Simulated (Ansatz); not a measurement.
Cell and atoms are relaxed with the symmetry kept. Start:

```
Zr O
1.0
     3.59610    0.00000    0.00000
     0.00000    3.59610    0.00000
     0.00000    0.00000    5.17700
Zr O
2 4
Cartesian
  0.0000 0.0000 0.0000
  1.7980 1.7980 2.5885
  0.0000 1.7980 1.0509
  0.0000 1.7980 3.6394
  1.7980 0.0000 1.5376
  1.7980 0.0000 4.1261
```

Method: DFT PBE, scalar-relativistic, plane waves, PAW (Ansatz 0.2.0).

Plane waves to 420 eV, a k mesh through Γ of 6×6×6 on the computed 6-atom cell and Gaussian smearing (0.02 eV); no spin polarisation.

Problem. What does it relax to?

Solution. The volume increases by 0.39 Å³/atom to 11.54 Å³/atom, and the energy falls by 7.2 meV/atom. Final structure:
```
Zr O
1.0
     3.62107    0.00000    0.00000
     0.00000    3.62107    0.00000
     0.00000    0.00000    5.28246
Zr O
2 4
Direct
  0.00000 0.00000 0.00000
  0.50000 0.50000 0.50000
  0.00000 0.50000 0.19279
  0.00000 0.50000 0.69279
  0.50000 0.00000 0.30721
  0.50000 0.00000 0.80721
```

This form isn't the usual stable structure of the compound.